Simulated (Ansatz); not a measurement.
# C2H3O2 (ac): the cost of one run

Computed with Ansatz 0.2.0 (DFT PBE0, Gaussian basis def2-TZVPD, and further levels as typed in the inputs, unless a step's input says otherwise).

### Step 1. The starting structure

Bond lengths: O1–C2 1.346 Å, C2–C3 1.493 Å, C2–O4 1.219 Å, C3–H5 1.093 Å, C3–H6 1.093 Å, C3–H7 1.094 Å. Angles: O1–C2–C3 112.4°, O1–C2–O4 121.0°, C3–C2–O4 126.6°, C2–C3–H5 109.8°, C2–C3–H6 109.8°, C2–C3–H7 109.3°, H5–C3–H6 110.6°, H5–C3–H7 108.6°, H6–C3–H7 108.6°.

Coordinates:

```xyz
7

O     1.3485   -0.5029    0.4552
C     0.4503    0.3341   -0.0960
C    -0.9401   -0.2067   -0.0420
O     0.7959    1.4022   -0.5705
H    -0.9940   -1.1460   -0.5979
H    -1.2388   -0.3577    0.9982
H    -1.6253    0.5112   -0.5017
```

### Step 2. Relaxing the atoms: C2H3O2 (ac), charge -1

The input, input.yaml:

```yaml
crystal:
  periodic: [false, false, false]
  atoms:
    - { symbol: O, position_ang: [1.34846, -0.50292, 0.45518] }
    - { symbol: C, position_ang: [0.45034, 0.33413, -0.09597] }
    - { symbol: C, position_ang: [-0.94005, -0.2067, -0.04205] }
    - { symbol: O, position_ang: [0.7959, 1.40218, -0.57054] }
    - { symbol: H, position_ang: [-0.99405, -1.14595, -0.59794] }
    - { symbol: H, position_ang: [-1.23878, -0.35765, 0.99819] }
    - { symbol: H, position_ang: [-1.62531, 0.51116, -0.50166] }
total_charge: -1
basis:
  gaussian: { orbitals: def2-TZVPD }
hamiltonian:
  xc: pbe0
relax:
  f_tol: 0.004
  max_steps: 80
output:
  orbitals: {}
```

Command:

```
$ ansatz run input.yaml --threads 8 --pin off --max-ram 24576MiB --backend cpu --events-out ev --progress --plain --runs-dir out
```

What time and memory should one allow on 8 threads of Intel Xeon at 2.50GHz (Skylake/Cascade Lake), shared host?

About 2 min, with a peak of 0.37 GiB.
